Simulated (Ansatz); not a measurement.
# BN (F-43m) in Ansatz: further runs

Aim: see how the results for BN move with the level of theory and the settings. Levels: PBE, PBEsol, revPBE+D4. Tasks: single point, relaxation of cell and atoms.

Program: Ansatz 0.2.0. These are calculated values, not measurements. Logs are shortened: lines on timing, memory, paths and dates and some standing lists are left out, and cuts for length are marked.

### 1 The crystal as given

It takes space group F-43m (No. 216, cubic). The conventional cell has a = 3.626 Å, b = 3.626 Å, c = 3.626 Å, α = 90.00°, β = 90.00°, γ = 90.00°. N (site symmetry -43m) has 4 B at 1.57 Å as nearest neighbours. B (site symmetry -43m) has 4 N at 1.57 Å as nearest neighbours.

The cell is a database's computed one.

### 2 Single point, PBE

Input file input.yaml:

```yaml
crystal:
  lattice:
    - [0.0, 1.813001, 1.813001]
    - [1.813001, 0.0, 1.813001]
    - [1.813001, 1.813001, 0.0]
  atoms:
    - { symbol: "N", position: [0.25, 0.25, 0.25] }
    - { symbol: B, position: [0.0, 0.0, 0.0] }
kpoints:
  mp_grid: { grid: [13, 13, 13] }
scf:
  occupations: { method: gaussian, width: 0.022 }
hamiltonian:
  xc: pbe
  pseudopotentials: { kind: all_electron, lapw: { basis_error: 0.001 } }
output:
  forces: true
  stress: true
  eigenvalues: true
```

Potentials or basis: all-electron LAPW, scalar-relativistic.

Started as:

```
> ansatz run input.yaml --threads 1 --pin off --max-ram 3072MiB --backend cpu --events-out ev --progress --plain --runs-dir out
```

The program printed:

```text
Warning: RAYON_NUM_THREADS=1 ignored (pool sized by the plan → 1); use --threads N
LAPW: plane waves up to 10.817 Å⁻¹, error target 1.0e-3 eV per atom; small_component_spin mean_spin; B in spheres of 0.738 Å, 5 of its electrons in bands, Dirac shells []; N in spheres of 0.832 Å, 7 of its electrons in bands, Dirac shells [] (how accurate: hamiltonian.pseudopotentials.lapw.basis_error, Limitations)
Engine: ansatz 0.2.0, aarch64-unknown-linux-gnu
Pseudopotentials: kind: all_electron
Pseudopotential: N, LAPW, valence charge 7, lapw/all_electron/scalar/gaussian/N, Koelling and Harmon's equation, gaussian nucleus
Pseudopotential: B, LAPW, valence charge 5, lapw/all_electron/scalar/gaussian/B, Koelling and Harmon's equation, gaussian nucleus
Functional definition: PBE
  parameter kappa = 0.804
  parameter beta = 0.06672455060314922
  exchange = pbe_x(kappa = kappa, mu = beta*pi^2/3)
  correlation = pbe_c(beta = beta)
Crystal: 2 atoms, lattice volume = 11.919 Å³
Basis set: ecut = 445.82495110096903 eV, 259 PW (Γ), exchange–correlation at level 2
Bands: 10, of which v1, the nominal top of the filled ones, is band 6 counted from 1 (5 counted from 0)
Symmetry: 24 space group operations
Space group: F-43m (ITA 216), of the structure as read, at distance tolerance 2.3e-5 Å
k-points: 84 of 2197 (time reversal used)
Non-local potential: N, projectors of the file, none
Non-local potential: B, projectors of the file, none
Initial density: superposition of atomic densities (chi_scale 0.1, normalization cell, long waves kept (reshape's long-wave potential 0.00 eV rms))
Initial wavefunctions: plane waves of lowest kinetic energy (no species holds an atomic orbital)
Functional: x = pbe(κ = 0.804, μ = 0.2195149727645171), c = pbe(β = 0.06672455060314922)
iter 1 solved again at ethr=1.80e-2 eV; its pass at ethr=1.00e-1 eV (dr2=2.15e0 eV) is discarded
SCF iter   1: F=—  HF=-2169.610830 eV  |F-HF|=—  |Δ(HF+E_count)|=         —  Δρ=1.51e-1  dr2=2.15e0  ethr=1.80e-2  ⟨swp⟩=2.0  Hψ=6451  notcnv=0
preconditioner: auto → none  [insulator: Δε(μ)=6.082 eV  Ē_g=20.338 eV  σ=0.022 eV  W_gap=1.00  n_scr=0 (ndim 8)  ℏωp=30.4 eV  f_vac=0.000  D(μ)=0.00/eV (n_scr^D=0)  ε∞_Penn≈3.2]
iter 2 solved again at ethr=1.78e-3 eV; its pass at ethr=1.79e-2 eV (dr2=2.14e-1 eV) is discarded
SCF iter   2: F=—  HF=-2168.771945 eV  |F-HF|=—  |Δ(HF+E_count)|=   8.39e-1  Δρ=5.23e-2  dr2=2.15e-1  ethr=1.78e-3  ⟨swp⟩=2.0  Hψ=4471  notcnv=0
SCF iter   3: F=—  HF=-2168.695057 eV  |F-HF|=—  |Δ(HF+E_count)|=   7.69e-2  Δρ=2.40e-2  dr2=4.77e-2  ethr=1.78e-3  ⟨swp⟩=2.1  Hψ=2535  notcnv=0
SCF iter   4: F=—  HF=-2168.690283 eV  |F-HF|=—  |Δ(HF+E_count)|=         —  Δρ=8.27e-3  dr2=5.80e-3  ethr=3.98e-4  ⟨swp⟩=2.0  Hψ=2518  notcnv=0
the basis was enlarged: its passes take 45.4 KiB over the memory plan, 1 of 1 planned eigensolver slots
SCF iter   5: F=—  HF=-2168.689910 eV  |F-HF|=—  |Δ(HF+E_count)|=   3.73e-4  Δρ=1.35e-3  dr2=1.62e-4  ethr=4.83e-5  ⟨swp⟩=2.0  Hψ=2520  notcnv=0
SCF iter   6: F=—  HF=-2168.689915 eV  |F-HF|=—  |Δ(HF+E_count)|=   4.64e-6  Δρ=1.04e-4  dr2=1.04e-6  ethr=1.35e-6  ⟨swp⟩=2.0  Hψ=2184  notcnv=0
SCF iter   7: F=-2168.689915 eV  HF=-2168.689915 eV  |F-HF|=2.59e-10  |Δ(HF+E_count)|=   2.59e-7  Δρ=3.05e-6  dr2=8.40e-10  ethr=8.63e-9  ⟨swp⟩=2.6  Hψ=2251  notcnv=0
SCF 1 converged in 7 iterations: F = -2168.689915 eV  dr2 = 8.40e-10
SCF converged after 7 iterations
Free energy (F): -2168.689915 eV
Harris-Foulkes:  -2168.689915 eV  (|F-HF|=2.59e-10)
Internal energy: -2168.689915 eV  (E = F + TS)
E sigma→0 (E₀):  -2168.689915 eV
Fermi energy:    13.581337 eV
--- Per-component energies (eV) ---
  E_band       = -1022.477505
  E_kinetic    = 2161.346899
  E_xc         = -300.220882
  E_electrostatic = -4029.815932  (all electrons and nuclei)
  E_smearing   = -0.000000  (= −TS)
  E_closure    = 0.000000  (closes the sum)
  E_atoms      = -2151.229577  (free atoms, spherical and without spin; not in F)
  Σ components = -2168.689915   (vs F -2168.689915, Δ=0.00e0)
  Basis errors (estimates in eV, not in F): energy 5.4e-4 per atom: plane waves 5.2e-4 (3.2e-4 summed), levels above the bands 0.0e0, relativity 1.8e-8, radial functions 1.8e-5, core shells 0.0e0; eigenvalues (radial functions only) 5.6e-6; not estimated: angular momenta, meshes, grids; target (lapw.basis_error) 1.0e-3; muffin-tin radii B 0.738 Å, N 0.832 Å
--- Forces (eV/Å), atoms counted from 1 ---
  atom   1  N     -0.00000000     0.00000000    -0.00000000
  atom   2  B      0.00000000    -0.00000000    -0.00000000
  max |Σ_I F_I| component: 7.40e-17 eV/Å
--- Stress (GPa, compression-positive) ---
       -0.409291       0.000000       0.000000
        0.000000      -0.409291       0.000000
        0.000000       0.000000      -0.409291
  P = ⅓ Tr σ = -0.4093 GPa (-4.093 kbar)
--- Band table (eV; the first three rows and the last of 84) ---
  k-point 0: bands = ["-363.8800", "-161.3075", "-8.8094", "11.3156", "11.3156", "11.3156", "20.0995", "20.0995", "20.0995", "21.5212"]
  k-point 1: bands = ["-363.8800", "-161.3075", "-8.6665", "10.5338", "11.1619", "11.1619", "20.2722", "20.3329", "20.3329", "22.0113"]
  k-point 2: bands = ["-363.8800", "-161.3075", "-8.2424", "8.6831", "10.7772", "10.7772", "20.5422", "20.8967", "20.8967", "23.2085"]
  k-point 83: bands = ["-363.8800", "-161.3074", "-3.0683", "3.5393", "4.4301", "5.3264", "20.7501", "24.2483", "25.3416", "26.7517"]
```

Wall time 8.8 s (1 thread of Arm Neoverse V1, shared host); peak memory 0.25 GiB.

Results:

```yaml
Free_energy: -2168.6899 eV
Pressure: -0.4 GPa
Band_gap_on_the_k_mesh: 4.53 eV, indirect (least direct gap 8.78 eV)
```

Levels at points of the mesh, in eV from the valence-band top:
```csv
k point,band 3,band 4,band 5,band 6,band 7,band 8,band 9,band 10
"(0.00, 0.00, 0.00)",-20.13,0.00,0.00,0.00,8.78,8.78,8.78,10.21
```

Caveat: an odd mesh through Γ misses points on the zone boundary, where band edges often lie.

### 3 Single point, PBE

Edit input.yaml of step 2 so:

```diff
@@ -11,3 +11,3 @@
 scf:
-  occupations: { method: gaussian, width: 0.022 }
+  occupations: { method: gaussian, width: 0.019 }
 hamiltonian:
```

Potentials or basis: all-electron LAPW, scalar-relativistic.

Started as:

```
> ansatz run input.yaml --threads 1 --pin off --max-ram 3072MiB --backend cpu --events-out ev --progress --plain --runs-dir out
```

It took 8.7 s on 1 thread of Arm Neoverse V1, shared host; peak memory 0.25 GiB.

The run converged. Its results:

```yaml
Free_energy: -2168.6899 eV
Pressure: -0.4 GPa
Band_gap_on_the_k_mesh: 4.53 eV, indirect (least direct gap 8.78 eV)
```

Levels at points of the mesh, in eV from the valence-band top:
| k point | band 3 | band 4 | band 5 | band 6 | band 7 | band 8 | band 9 | band 10 |
| --- | --- | --- | --- | --- | --- | --- | --- | --- |
| (0.00, 0.00, 0.00) | -20.13 | 0.00 | 0.00 | 0.00 | 8.78 | 8.78 | 8.78 | 10.21 |

Caveat: an odd mesh through Γ misses points on the zone boundary, where band edges often lie.

### 4 Relaxation of cell and atoms, PBEsol

Edit input.yaml of step 3 so:

```diff
@@ -11,5 +11,5 @@
 scf:
-  occupations: { method: gaussian, width: 0.019 }
+  occupations: { method: fermi_dirac, width: 0.05 }
 hamiltonian:
-  xc: pbe
+  xc: pbesol
   pseudopotentials: { kind: all_electron, lapw: { basis_error: 0.001 } }
@@ -18,2 +18,5 @@
   stress: true
-  eigenvalues: true
+relax:
+  f_tol: 0.01
+  max_steps: 60
+  cell: {}
```

Started as:

```
> ansatz run input.yaml --threads 1 --pin off --max-ram 3072MiB --backend cpu --events-out ev --progress --plain --runs-dir out
```

It took 22 s on 1 thread of Arm Neoverse V1, shared host; peak memory 0.27 GiB.

Results (log left out):

```
Free energy                            : -2160.2600 eV
Relaxed volume                         : 5.86 Å³/atom
Relaxed cell                           : a = 2.550 Å, b = 2.550 Å, c = 2.550 Å, α = 60.00°, β = 60.00°, γ = 60.00°
Space group after relaxing (to 0.05 Å) : F-43m (No. 216)
Energy gained by relaxing              : 2.0 meV/atom
Ionic steps                            : 5
Pressure after relaxing                : 0.0 GPa
Band gap on the k mesh                 : 4.37 eV
```

The path:
```
step  energy change (eV)  largest force (eV/Å)  volume (Å³)
   1              0.0000                0.0000        11.92
   2             -0.0032                0.0000        11.80
   3             -0.0039                0.0000        11.72
   4             -0.0039                0.0000        11.72
   5             -0.0039                0.0000        11.72
```

Final structure:
```yaml
crystal:
  lattice:
    - [0.00000, 1.80288, 1.80288]
    - [1.80288, 0.00000, 1.80288]
    - [1.80288, 1.80288, 0.00000]
  atoms:
    - { symbol: N, position: [0.25000, 0.25000, 0.25000] }
    - { symbol: B, position: [0.00000, 0.00000, 0.00000] }
```

Caveat: an odd mesh through Γ misses points on the zone boundary, where band edges often lie.

### 5 Relaxation of cell and atoms, revPBE+D4

Edit input.yaml of step 4 so:

```diff
@@ -13,3 +13,4 @@
 hamiltonian:
-  xc: pbesol
+  xc: revpbe
+  dispersion: d4
   pseudopotentials: { kind: all_electron, lapw: { basis_error: 0.001 } }
@@ -19,3 +20,3 @@
 relax:
-  f_tol: 0.01
+  f_tol: 0.02
   max_steps: 60
```

Started as:

```
> ansatz run input.yaml --threads 1 --pin off --max-ram 3072MiB --backend cpu --events-out ev --progress --plain --runs-dir out
```

Run time: 28 s. Hardware: 1 thread of Arm Neoverse V1, shared host; peak memory 0.27 GiB.

Results (log left out):

- Free energy: -2171.6086 eV
- Relaxed volume: 5.81 Å³/atom
- Relaxed cell: a = 2.542 Å, b = 2.542 Å, c = 2.542 Å, α = 60.00°, β = 60.00°, γ = 60.00°
- Space group after relaxing (to 0.05 Å): F-43m (No. 216)
- Energy gained by relaxing: 4.7 meV/atom
- Ionic steps: 5
- Pressure after relaxing: 0.0 GPa
- Band gap on the k mesh: 4.58 eV

The path:
| step | energy change (eV) | largest force (eV/Å) | volume (Å³) |
| --- | --- | --- | --- |
| 1 | 0.0000 | 0.0000 | 11.92 |
| 2 | -0.0077 | 0.0000 | 11.74 |
| 3 | -0.0094 | 0.0000 | 11.61 |
| 4 | -0.0094 | 0.0000 | 11.61 |
| 5 | -0.0094 | 0.0000 | 11.61 |

Final structure:
```
N B
1.0
     0.00000    1.79746    1.79746
     1.79746    0.00000    1.79746
     1.79746    1.79746    0.00000
N B
1 1
Direct
  0.25000 0.25000 0.25000
  0.00000 0.00000 0.00000
```

Caveat: an odd mesh through Γ misses points on the zone boundary, where band edges often lie.

### 6 Overview

| task | level | cell | cutoff (eV) | smearing | gap on the mesh (eV) | pressure (GPa) | relaxed volume (Å³/atom) |
| --- | --- | --- | --- | --- | --- | --- | --- |
| single point | PBE | as given | 446 | gaussian 0.022 eV | 4.53 | -0.4 | - |
| single point | PBE | as given | 446 | gaussian 0.019 eV | 4.53 | -0.4 | - |
| relaxation of cell and atoms | PBEsol | relaxed | - | fermi-dirac 0.05 eV | 4.37 | 0.0 | 5.86 |
| relaxation of cell and atoms | revPBE+D4 | relaxed | - | fermi-dirac 0.05 eV | 4.58 | 0.0 | 5.81 |

Alike in all rows: potentials or basis all-electron LAPW, scalar-relativistic; no spin polarisation; k mesh 13 × 13 × 13; basis error allowed 0.001 eV/atom.

Caveats: an odd mesh through Γ misses points on the zone boundary, where band edges often lie.

Compare energies only between runs with the same functional and basis.

### 7 Against experiment

Step 2. The gap isn't set beside the measured one, since this odd mesh misses points on the zone boundary.

Step 3. The gap isn't set beside the measured one, since this odd mesh misses points on the zone boundary.
